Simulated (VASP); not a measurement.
Input of a VASP 6.6.1 run:

The input INCAR:

```
PREC = Accurate
ENCUT = 520
EDIFF = 1E-6
ISMEAR = 0
SIGMA = 0.15
LREAL = F
LASPH = T
NELM = 60
ALGO = Fast
ISIF = 2
LWAVE = F
LCHARG = F
GGA = PS
NBANDS = 16
```

The input KPOINTS:

```
Automatic mesh
0
Gamma
  15 15 12
```

Contents of POSCAR:

```
ZrB2
1.0
    3.0602000000      0.0000000000      0.0000000000
   -1.5301000000      2.6502109406      0.0000000000
    0.0000000000      0.0000000000      3.3314000000
Zr B
1 2
Direct
    0.0000000000      0.0000000000      0.0000000000
    0.3333333333      0.6666666667      0.5000000000
    0.6666666667      0.3333333333      0.5000000000
```

Potentials or basis: VASP PAW PBE potentials, release 64 (Zr_sv, B).

Run with:

```sh
$ cat potpaw_PBE.64/Zr_sv/POTCAR potpaw_PBE.64/B/POTCAR > POTCAR
$ mpirun -np 1 vasp_std > vasp.out
```

(1) What does it give for the pressure?

(2) Estimate the band gap on the k mesh.

Answers

(1) 35.3 GPa.

(2) none (metal or under the smearing width).

Caveat: a pressure of tens of GPa on the cell as given is suspect, and the run, the potentials or the cell itself is likely at fault; the PAW data sets were made with another functional, which shifts forces and pressure a little.
